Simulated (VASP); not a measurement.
# GaP: polarisation by the Berry phase

Wanted: a Born charge of GaP from Berry phases. The cell is of the zinc-blende type, one of the forms listed for this formula, which need not be the common one. The start is a cell from a database of measured crystal structures.

Calculated with VASP 6.6.1; PBE; plane waves and PAW (Ga_d, P), in the first sound run; inputs show where later runs differ.

This is a report of a sequence of runs, with most program output left out.

### 1. The starting structure

Symmetry: F-43m, No. 216, cubic system. The conventional cell has a = 5.451 Å, b = 5.451 Å, c = 5.451 Å, α = 90.00°, β = 90.00°, γ = 90.00°. Nearest to Ga lie 4 P at 2.36 Å. Nearest to P lie 4 Ga at 2.36 Å. Farther neighbours are not listed.

As a file:

```cif
data_structure
_symmetry_space_group_name_H-M 'P 1'
_symmetry_Int_Tables_number 1
_cell_length_a 3.8541
_cell_length_b 3.8541
_cell_length_c 3.8541
_cell_angle_alpha 60.000
_cell_angle_beta 60.000
_cell_angle_gamma 60.000
_cell_volume 40.48
loop_
_atom_site_label
_atom_site_type_symbol
_atom_site_fract_x
_atom_site_fract_y
_atom_site_fract_z
_atom_site_occupancy
Ga1 Ga 0.00000 0.00000 0.00000 1
P2 P 0.75000 0.75000 0.75000 1
```

### 2. Ground state

A ground-state run shows first whether the cell has a gap, which the next steps need; its size sets how fine their mesh has to be.

INCAR reads:

```
SYSTEM = GaP
PREC = Accurate
ENCUT = 400
EDIFF = 1E-07
NELM = 100
ISMEAR = 0
SIGMA = 0.01
LREAL = .FALSE.
ALGO = Normal
GGA = PE
NBANDS = 15
LORBIT = 11
LWAVE = .FALSE.
LCHARG = .FALSE.
KPAR = 2
```

POSCAR reads:

```
GaP
1.0
    0.0000000000      2.7252500000      2.7252500000
    2.7252500000      0.0000000000      2.7252500000
    2.7252500000      2.7252500000      0.0000000000
Ga P
1 1
Direct
    0.0000000000      0.0000000000      0.0000000000
    0.7500000000      0.7500000000      0.7500000000
```

KPOINTS reads:

```
Automatic mesh
0
Gamma
8 8 8
0 0 0
```

The projector-augmented-wave data sets are Ga_d and P (PBE family, release 64).

On the command line:

```sh
$ mpirun -np 2 vasp_std
```

The job ended after 9.6 s (2 MPI ranks of AMD EPYC 7R43, shared host; peak memory 0.24 GiB; 18 s of CPU time).

The gap is read on the k-mesh alone, so it is an upper bound where the band edges lie off the mesh.

Numbers from this step:

| Quantity | Value |
| --- | --- |
| free energy (TOTEN) | -9.112 eV |
| Fermi energy | 4.733 eV |
| pressure | 2.282 GPa |
| gap on the k-mesh | 1.639 eV |
| least direct gap on the k-mesh | 1.824 eV |

The cell has a gap of 1.64 eV on this mesh and a pressure of +2.3 GPa, which holds the misfit of the given cell and coordinates with this functional, and any error of cutoff, mesh and data sets. Spin-orbit coupling is left out, which can shift or reorder these edges.

### 3. Linear response

Perturbation theory (LEPSILON) gives the dielectric tensor with local fields, and the Born charges.

INCAR reads:

```
SYSTEM = GaP
PREC = Accurate
ENCUT = 400
EDIFF = 1E-08
NELM = 100
ISMEAR = 0
SIGMA = 0.01
LREAL = .FALSE.
ALGO = Normal
GGA = PE
NBANDS = 15
LWAVE = .FALSE.
LCHARG = .FALSE.
KPAR = 2
LEPSILON = .TRUE.
```

POSCAR is that of step 2.

KPOINTS is that of step 2.

On the command line:

```sh
$ mpirun -np 2 vasp_std
```

Wall time 3.1 min (2 MPI ranks); peak memory 0.39 GiB; 6.1 min of CPU time.

Energies printed during the response cycles are not total energies of the cell. The dielectric response converges more slowly with the mesh than energies do, so tensor and charges may still move on a finer one.

This step gave:

```yaml
pressure: 2.283 GPa
```

Electronic dielectric tensor with local fields:

```
11.17  0.00  0.00
 0.00 11.17  0.00
 0.00  0.00 11.17
```

Born effective charge (e), principal values of the symmetric part by kind of site:

```csv
atom,atoms with these values,low,middle,high,mean
Ga1,1,2.22,2.22,2.22,2.22
P2,1,-2.22,-2.22,-2.22,-2.22
```

In full for Ga1:

```
2.22 0.00 0.00
0.00 2.22 0.00
0.00 0.00 2.22
```

Piezoelectric tensor with clamped ions (C/m²), by row:

```csv
field,xx,yy,zz,xy,yz,zx
x,0,0,0,0,0.813,0
y,0,0,0,0,0,0.813
z,0,0,0,0.813,0,0
```

The mean electronic (clamped-ion) dielectric constant is 11.2. No finer mesh was run, so at a direct gap of this size the value isn't shown to be converged.

### 4. Berry phase, displacement (A) -0.04

This step: PBE, displaced atoms; plane waves and PAW (Ga_d, P) (VASP 6.6.1).

One atom is moved along a line, and LCALCPOL gives the Berry-phase dipole at each place.

Changes to INCAR since step 3:

```diff
@@ -14,2 +14,3 @@
 KPAR = 2
-LEPSILON = .TRUE.
+LCALCPOL = .TRUE.
+DIPOL = 0.125 0.125 0.125
```

Changes to POSCAR since step 3:

```diff
@@ -8,3 +8,3 @@
 Direct
-    0.0000000000      0.0000000000      0.0000000000
+   -0.0073387763      0.0073387763     -0.0073387763
     0.7500000000      0.7500000000      0.7500000000
```

KPOINTS is that of step 3.

On the command line:

```sh
$ mpirun -np 2 vasp_std
```

Run time: 56 s. Hardware: 2 MPI ranks; peak memory 0.32 GiB; 1.8 min of CPU time.

This step gave:

```
free energy (TOTEN)            : -9.104 eV
Fermi energy                   : 4.841 eV
pressure                       : 2.337 GPa
dipole ionic                   : -19.08, -19.60, -19.08 e·Å
dipole electronic              : -0.00934, 0.4235, -0.00934 e·Å
polarization branch            : -755.4, -758.9, -755.4 uC/cm², modulo the quantum
gap on the k-mesh              : 1.486 eV
least direct gap on the k-mesh : 1.708 eV
```

At -0.04 Å the ionic and electronic dipoles along y are -19.597 and 0.423 e Å.

### 5. Berry phase, displacement (A) -0.02

The next place on the path.

INCAR is that of step 4.

Changes to POSCAR since step 4:

```diff
@@ -8,3 +8,3 @@
 Direct
-   -0.0073387763      0.0073387763     -0.0073387763
+   -0.0036693881      0.0036693881     -0.0036693881
     0.7500000000      0.7500000000      0.7500000000
```

KPOINTS is that of step 4.

On the command line:

```sh
$ mpirun -np 2 vasp_std
```

It took 52 s on 2 MPI ranks; peak memory 0.32 GiB; 1.7 min of CPU time.

At -0.02 Å the ionic and electronic dipoles along y are -19.337 and 0.207 e Å.

### 6. Berry phase, displacement (A) 0

This step: PBE; plane waves and PAW (Ga_d, P) (VASP 6.6.1).

INCAR is that of step 5.

Changes to POSCAR since step 5:

```diff
@@ -8,3 +8,3 @@
 Direct
-   -0.0036693881      0.0036693881     -0.0036693881
+    0.0000000000      0.0000000000      0.0000000000
     0.7500000000      0.7500000000      0.7500000000
```

KPOINTS is that of step 5.

On the command line:

```sh
$ mpirun -np 2 vasp_std
```

Run time: 40 s. Hardware: 2 MPI ranks; peak memory 0.27 GiB.

At the undisplaced site the ionic and electronic dipoles along y are -19.077 and -0.009 e Å.

### 7. Berry phase, displacement (A) 0.02

This step: PBE, displaced atoms; plane waves and PAW (Ga_d, P) (VASP 6.6.1).

INCAR is that of step 6.

Changes to POSCAR since step 6:

```diff
@@ -8,3 +8,3 @@
 Direct
-    0.0000000000      0.0000000000      0.0000000000
+    0.0036693881     -0.0036693881      0.0036693881
     0.7500000000      0.7500000000      0.7500000000
```

KPOINTS is that of step 6.

On the command line:

```sh
$ mpirun -np 2 vasp_std
```

The job ended after 53 s (2 MPI ranks; peak memory 0.33 GiB).

At +0.02 Å the ionic and electronic dipoles along y are -18.817 and -0.226 e Å.

### 8. Berry phase, displacement (A) 0.04

INCAR is that of step 7.

Changes to POSCAR since step 7:

```diff
@@ -8,3 +8,3 @@
 Direct
-    0.0036693881     -0.0036693881      0.0036693881
+    0.0073387763     -0.0073387763      0.0073387763
     0.7500000000      0.7500000000      0.7500000000
```

KPOINTS is that of step 7.

On the command line:

```sh
$ mpirun -np 2 vasp_std
```

Wall time 57 s (2 MPI ranks); peak memory 0.34 GiB; 1.8 min of CPU time.

At +0.04 Å the ionic and electronic dipoles along y are -18.557 and -0.442 e Å.

### 9. Summary

This step: Born charge from Berry-phase polarisation, PBE; plane waves and PAW (VASP 6.6.1).

This step runs nothing: it gathers the runs above.

This step gave:

| Property | Result |
| --- | --- |
| Born charge column from the Berry phase | 0, 2.179, 0 e |
| force constant | 10.05 eV/Å² |
| Born charge column from linear response | 0, 2.216, 0 e |

Change of polarisation, branches joined against displacement:

```
displacement (Å)  change of polarisation, branches joined (uC/cm²)
         -0.0400                                             -3.45
         -0.0200                                             -1.72
          0.0000                                                 0
          0.0200                                              1.72
          0.0400                                              3.45
```

Energy above the lowest point against displacement:

```
displacement (Å)  energy above the lowest point (meV)
         -0.0400                                 8.07
         -0.0200                                 2.02
          0.0000                                    0
          0.0200                                 2.02
          0.0400                                 8.07
```

### 10. What came out

```yaml
born_charge_column_from_the_berry_phase: 0.00, 2.18, 0.00 e
born_charge_column_from_linear_response: 0.00, 2.22, 0.00 e
force_constant: 10.1 eV/Å²
```

The Berry phase gives Ga1 a Born charge of 2.18 e along y. Linear response gives 2.216 e against 2.179 e, a difference of 0.036 e. The dipole is defined up to a lattice vector times e, so only its changes along the path are used. Charge and force constant come from straight lines through all places from -0.04 to +0.04 Å, so they hold the curvature of the path, and the values at the undisplaced site can differ by some per cent. The force constant is minus the slope of the force on the moved atom, whose periodic images move with it while all else is held. The mesh of the Berry phase wasn't tested for convergence.

[Lines on the potential files, build, host, timing and source positions are cut from VASP's logs without a mark.]

[Logs are printed without paths, hosts, clocks, repeated set-up lines and the standing remarks that a program may print on its own settings, such as how far it seeks lower states.]

[Hosts, paths, dates, database ids (printed as entryN), source tags and the programs' standing remarks are cut or masked in the printed files.]
